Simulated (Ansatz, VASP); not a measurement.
# One calculation of Mg, two programs

Contents of INCAR:

```
SYSTEM = Mg
ALGO = Normal
EDIFF = 1E-6
ENCUT = 520
GGA = PE
ISIF = 2
ISMEAR = -1
LASPH = .True.
LCHARG = .False.
LREAL = .False.
LWAVE = .False.
NBANDS = 7
NELM = 60
PREC = Accurate
SIGMA = 0.03
```

The input KPOINTS:

```
k-points
0
Gamma
  16 16 16
  0 0 0
```

File POSCAR:

```
Mg
1.0
    0.0000000000      2.2517120548      2.2517120548
    2.2517120548      0.0000000000      2.2517120548
    2.2517120548      2.2517120548      0.0000000000
Mg
1
Direct
    0.0000000000      0.0000000000      0.0000000000
```

Input for Ansatz:

```yaml
crystal:
  lattice:
    - [0.0, 2.2517120548, 2.2517120548]
    - [2.2517120548, 0.0, 2.2517120548]
    - [2.2517120548, 2.2517120548, 0.0]
  atoms:
    - { symbol: Mg, position: [0.0, 0.0, 0.0] }
kpoints:
  mp_grid: { grid: [16, 16, 16] }
  band_path:
    path:
      - [0.0, 0.0, 0.0]
      - [0.5, 0.0, 0.5]
      - [0.625, 0.25, 0.625]
      - [0.375, 0.375, 0.75]
      - [0.0, 0.0, 0.0]
      - [0.5, 0.5, 0.5]
      - [0.5, 0.25, 0.75]
      - [0.5, 0.0, 0.5]
    npoints: 5
scf:
  occupations: { method: fermi_dirac, width: 0.03 }
hamiltonian:
  xc: pbe
  pseudopotentials: { kind: all_electron, lapw: { basis_error: 0.001 } }
output:
  forces: true
  stress: true
  eigenvalues: true
```

Change from the starting cell: volume scaled by 1.01.

Alike in both runs: task single point; functional PBE; k mesh 16 × 16 × 16; occupations fermi-dirac, width 0.03 eV; no spin polarisation.

|  | VASP | Ansatz |
| --- | --- | --- |
| version | VASP 6.6.1 | Ansatz 0.2.0 |
| potentials or method | VASP PAW PBE potentials, release 64 (Mg) | all-electron LAPW, scalar-relativistic |
| plane-wave cutoff (eV) | 520 | see its input |

Ansatz gave:

```
pressure (GPa) : 0.4
```

**Question.** Estimate VASP's values.

**Answer.** Pressure (GPa): 0.3.

Ansatz ran all-electron here, so the differences hold the error of VASP's frozen core and of both bases.
